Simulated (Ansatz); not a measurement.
# Si, space group Fd-3m: a frozen displacement of one atom

With Ansatz's Python interface.

Notebook, run cell by cell (the value of a cell's last expression is shown):

**Cell 1**
```python
import ansatz as az
from ase import Atoms
import numpy as np
```

**Cell 2**
```python
atoms = Atoms(
    ["Si", "Si"],
    scaled_positions=[
        (0.75, 0.75, 0.75),
        (0.5, 0.5, 0.5),
    ],
    cell=[
        (0.0, 2.71356, 2.71356),
        (2.71356, 0.0, 2.71356),
        (2.71356, 2.71356, 0.0),
    ],
    pbc=True,
)
structure = az.Crystal.from_ase(atoms)

structure.resolved().sites[-1]
```
Output:
```text
Site(symbol='Si', position=(0.5, 0.5, 0.5), moment=None, axis=None, held=None, saved=None)
```

**Cell 3**
```python
inverse = np.linalg.inv(np.array(structure.lattice.vectors))
home = np.array(structure.sites[1].position)
values = np.linspace(-0.1, 0.1, 5)
energies, pulls = [], []
for shift in values:
    moved = structure.move(1, to=home + shift * inverse[1])
    calculation = (
        moved.calculation()
        .functional("PBEsol")
        .basis(470)
        .kpoints(6, 6, 6)
        .occupations("fermi_dirac", width=0.02)
        .forces()
    )
    rep = calculation.run(threads=1, backend="cpu").report
    energies.append(rep["free_energy_ev"])
    pulls.append(rep["forces_ev_ang"][1][1])
```

**Cell 4**
```python
print("shift (A)   dE (eV)   force along y (eV/A)")
for shift, e, f in zip(values, energies, pulls):
    print(f"{shift:8.3f} {e - energies[2]:10.5f} {f:12.4f}")
print(f"stiffness from energies {2 * np.polyfit(values, energies, 2)[0]:.3f}, from forces {-np.polyfit(values, pulls, 1)[0]:.3f} eV/A^2")
```
Output:
```text
shift (A)   dE (eV)   force along y (eV/A)
  -0.100    0.06620       1.2782
  -0.050    0.01691       0.6754
   0.000    0.00000      -0.0000
   0.050    0.01691      -0.6754
   0.100    0.06620      -1.2782
stiffness from energies 13.199, from forces 12.927 eV/A^2
```

The curvature of the energy gives 13.199 eV/Å² and the slope of the force 12.927 eV/Å², a positive curvature.

What to keep in mind:
- Of the deposited cell: the entry's cell lengths or inner coordinates differ somewhat from later room-temperature determinations.
- All periodic images of the atom move with it, so the curvature is one diagonal element of the zone-centre force constants and no normal mode; a positive value doesn't exclude soft modes in which several atoms move.
- The whole script took 5.5 s on 1 thread of Arm Neoverse V1, on a shared host, peak memory 0.36 GiB.
